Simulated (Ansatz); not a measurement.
# BP: band gap under strain

Aim: follow the gap of BP (zincblende) through these states: +2.0 % equal strain in all directions; +3.0 % equal strain in all directions; +4.0 % equal strain in all directions. The table at the end shows which levels were run.

Program: Ansatz 0.2.0. PAW datasets, plane waves. Spin-unpolarised throughout; all numbers are computed.

### Step 1. The system as given

The unstrained cell was relaxed with r2SCAN; in each strained cell the atoms were relaxed again with r2SCAN. Names of k-points are those of the unstrained zone, where strain can split equivalent points. First state: +2.0 % equal strain in all directions.

The symmetry is F-43m (No. 216, cubic); a = 4.627 Å in the conventional setting, 12.39 Å³ an atom. Around B lie 4 P at 2.00 Å; around P lie 4 B at 2.00 Å.

Coordinates:

```cif
data_structure
_symmetry_space_group_name_H-M 'F-43m'
_symmetry_Int_Tables_number 216
_cell_length_a 4.6274
_cell_length_b 4.6274
_cell_length_c 4.6274
_cell_angle_alpha 90.000
_cell_angle_beta 90.000
_cell_angle_gamma 90.000
_cell_volume 99.08
loop_
_atom_site_label
_atom_site_type_symbol
_atom_site_symmetry_multiplicity
_atom_site_Wyckoff_symbol
_atom_site_fract_x
_atom_site_fract_y
_atom_site_fract_z
_atom_site_occupancy
B1 B 4 a 0.00000 0.00000 0.00000 1
P1 P 4 d 0.25000 0.25000 0.75000 1
```

From earlier runs on the unstrained cell: PBE 1.24 eV, r2SCAN 1.45 eV, HSE06 1.96 eV, G0W0 1.99 eV (on its mesh); a = 4.537 Å.

### Step 2. +2.0 % equal strain in all directions: PBE

File input.yaml:

```yaml
crystal:
  lattice:
    - [0.0, 2.3136819823, 2.3136819823]
    - [2.3136819823, 0.0, 2.3136819823]
    - [2.3136819823, 2.3136819823, 0.0]
  atoms:
    - { symbol: B, position: [0.0, 0.0, 0.0] }
    - { symbol: P, position: [0.25, 0.25, 0.25] }
kpoints:
  mp_grid: { grid: [10, 10, 10] }
  band_path:
    path:
      - [0.0, 0.0, 0.0]
      - [-0.5, -0.5, 0.0]
      - [-0.375, -0.375, 0.25]
      - [-0.375, 0.0, 0.375]
      - [0.0, 0.0, 0.5]
      - [-0.5, -0.25, 0.25]
      - [0.0, 0.40625, 0.40625]
    npoints: 1
hamiltonian:
  xc: pbe
scf:
  occupations: { method: fermi_dirac, width: 0.02 }
  n_extra_bands: 4
output:
  forces: true
  stress: true
  eigenvalues: true
```

The run is started by

```sh
> ansatz run input.yaml --threads 2 --pin off --max-ram 18432MiB --backend cpu --events-out ev --progress --plain --runs-dir out
```

The runs that follow: +2.0 % equal strain in all directions: r2SCAN; +2.0 % equal strain in all directions: HSE06; +2.0 % equal strain in all directions: r2SCAN; +2.0 % equal strain in all directions: G0W0@PBE; +3.0 % equal strain in all directions: PBE; +3.0 % equal strain in all directions: r2SCAN; +3.0 % equal strain in all directions: HSE06; +3.0 % equal strain in all directions: r2SCAN; +3.0 % equal strain in all directions: G0W0@PBE; +4.0 % equal strain in all directions: PBE; +4.0 % equal strain in all directions: r2SCAN; +4.0 % equal strain in all directions: HSE06; +4.0 % equal strain in all directions: r2SCAN; +4.0 % equal strain in all directions: G0W0@PBE.

What does the calculation give?

As calculated:

Least gap in eV (negative: overlap), with the change from the unstrained cell in brackets. G0W0 is on its own coarse mesh.

| state | volume change (%) | PBE | r2SCAN | HSE06 | G0W0 |
| --- | --- | --- | --- | --- | --- |
| +2.0 % equal strain in all directions | +6.1 | 1.32 (+0.08) | 1.52 (+0.07) | 2.04 (+0.08) | 2.10 (+0.11) |
| +3.0 % equal strain in all directions | +9.3 | 1.36 (+0.12) | 1.55 (+0.10) | 2.08 (+0.12) | 2.16 (+0.17) |
| +4.0 % equal strain in all directions | +12.5 | 1.39 (+0.15) | 1.58 (+0.13) | 2.11 (+0.15) | 2.20 (+0.21) |

**Reading.** With HSE06, of the states in the table +4.0 % equal strain in all directions shifts the gap most, by +0.151 eV. PBE and HSE06 differ by 0.73 eV on the unstrained gap, and by at most 0.01 eV on its change: the two disagree on the size of the gap but agree on its response to strain. No extrapolation in bands, cutoff or mesh was made for G0W0.
